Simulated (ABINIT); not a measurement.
## WC (Qusongite) in ABINIT: the effect of potentials

The system is WC (Qusongite).

```
W C
1.0
     2.90650    0.00000    0.00000
    -1.45325    2.51710    0.00000
     0.00000    0.00000    2.83660
W C
1 1
Direct
  0.00000 0.00000 0.00000
  0.66667 0.33333 0.50000
```

Alike in all runs:

* Program: ABINIT 10.8.3 (patched build)
* Task: single point
* Functional: r2SCAN
* k mesh: 10 × 10 × 9
* Occupations: fermi-dirac, width 0.05 eV
* Spin: no spin polarisation

```tsv
potentials	cutoff	pressure (GPa)
Ansatz PAW PBE default generated set, frozen core	490 eV	1.0
JTH PAW PBE v2.0	626 eV	3.3
Ansatz NC r2SCAN	1469 eV	1.9
SG15 NC PBE v1.2	1306 eV	?
PseudoDojo NC SR PBE v0.4.1 standard	1333 eV	1.1
```

What does the run with potentials SG15 NC PBE v1.2 give?

Pressure -8.9 GPa.

Caveats: the PAW data sets were made with another functional, which shifts forces and pressure a little (some runs); the potentials were made for another functional, which shifts forces and pressure (some runs); the atomic spheres overlap (some runs); a meta-GGA on potentials with a model core is unreliable (some runs).

The runs don't all hold the same shells in valence.
